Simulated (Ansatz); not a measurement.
Crystal: CdO₂, fluorite type, 3 atoms in the cell.

These are results of r²SCAN, plane waves, PAW datasets (earlier set, tuned by hand) (Ansatz 0.2.0 development build), not measurements.

Cutoff 1050 eV; k-mesh 11×11×11 Γ-centred; Fermi–Dirac smearing of 0.1 eV; no spin polarisation.

```tsv
V (Å³/atom)	a (Å)	E − E(min) (meV/atom)	P (GPa)
11.818	5.2148	8.04	5.65
12.203	5.2709	0.00	1.17
12.588	5.3258	1.84	-2.58
12.974	5.3796	11.92	-5.71
13.359	5.4323	28.91	-8.33
```

Task: Fit a third-order Birch–Murnaghan equation of state to the energies.

Result: V₀ = 12.316 Å³/atom (a₀ = 5.287 Å), B₀ = 124 GPa, B₀′ = 4.74.

The stress includes the program's correction for the finite plane-wave basis.

This cubic structure is a model: it isn't the usual form of the substance at ambient conditions, and such phases are metastable or hypothetical. Spin polarisation is left out, and a magnetic state may lie lower.
